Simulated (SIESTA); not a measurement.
The system is HgTe (Coloradoite).

```xyz
2
Lattice="0.0000 3.2145 3.2145 3.2145 0.0000 3.2145 3.2145 3.2145 0.0000" Properties=species:S:1:pos:R:3 pbc="T T T"
Hg    0.0000    0.0000    0.0000
Te    4.8217    4.8217    4.8217
```

| Quantity | Value |
| --- | --- |
| Program | SIESTA 5.4.2 |
| Task | relaxation of cell and atoms |
| Functional | vdW-DF-cx |
| Potentials or basis | PseudoDojo 0.4 standard (PBE files) |
| Basis | DZP (energy shift 0.003 Ry; two zetas on semicore shells) |
| Grid cutoff | 800 Ry |
| Energy shift | 0.003 Ry |
| k mesh | 7 × 7 × 7 |
| Occupations | fermi-dirac, width 0.05 eV |
| Spin | no spin polarisation |

At the start: pressure 3.2 GPa; volume 33.22 Å³/atom.

Task: How do energy, volume and symmetry change on relaxing?

Result: Over 3 steps the energy falls by 19.2 meV/atom and the volume is 35.34 Å³/atom (+6.4 %); space group F-43m (No. 216, to 0.05 Å).

Step by step:
| step | energy change (eV) | largest force (eV/Å) | pressure (GPa) | volume (Å³) |
| --- | --- | --- | --- | --- |
| 1 | 0.0000 | 0.0000 | 3.18 | 66.43 |
| 2 | -0.0042 | 0.0000 | 3.00 | 66.65 |
| 3 | -0.0385 | 0.0002 | -0.01 | 70.68 |

Final structure:
```
Hg Te
1.0
     0.00010    3.28168    3.28168
     3.28168    0.00010    3.28168
     3.28168    3.28168    0.00010
Hg Te
1 1
Direct
  0.00000 0.00000 0.00000
  0.75000 0.75000 0.75000
```

Caveat: short orbitals over semicore shells can move pressures by several GPa; the potentials were made for another functional, which shifts forces and pressure; the basis of atomic orbitals isn't converged, which shifts pressures, moduli and gaps.
